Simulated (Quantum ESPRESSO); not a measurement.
## InP in Quantum ESPRESSO: the effect of dispersion

InP:

```
In P
1.0
     0.00000    2.93050    2.93050
     2.93050    0.00000    2.93050
     2.93050    2.93050    0.00000
In P
1 1
Direct
  0.00000 0.00000 0.00000
  0.25000 0.25000 0.25000
```

Alike in all runs:

- Program: Quantum ESPRESSO 7.5
- Task: relaxation of cell and atoms
- Functional: PBEsol
- Potentials or basis: PseudoDojo 0.4.1 SR PBE standard
- Cutoff: 952 eV
- Density cutoff: 3810 eV
- k mesh: 8 × 8 × 8
- Occupations: fermi-dirac, width 0.05 eV
- Spin: no spin polarisation

Each run relaxes the cell or the atoms first.

```tsv
dispersion	relaxed volume (Å³/atom)	gap on the mesh (eV)
none	?	?
D3	25.17	0.60
D3(BJ)	24.92	0.65
D4	25.07	0.62
rVV10	24.90	0.58
```

Q: What does the run with dispersion none give?

A: Relaxed volume 25.51 Å³/atom; gap on the mesh 0.53 eV.

Caveats: the potentials were made for another functional, which shifts forces and pressure; spin-orbit coupling is left out, which moves the levels of the heavy elements; the relaxation stopped at its first step, so nothing moved (some runs); rVV10's parameter b was fitted to another functional (some runs).

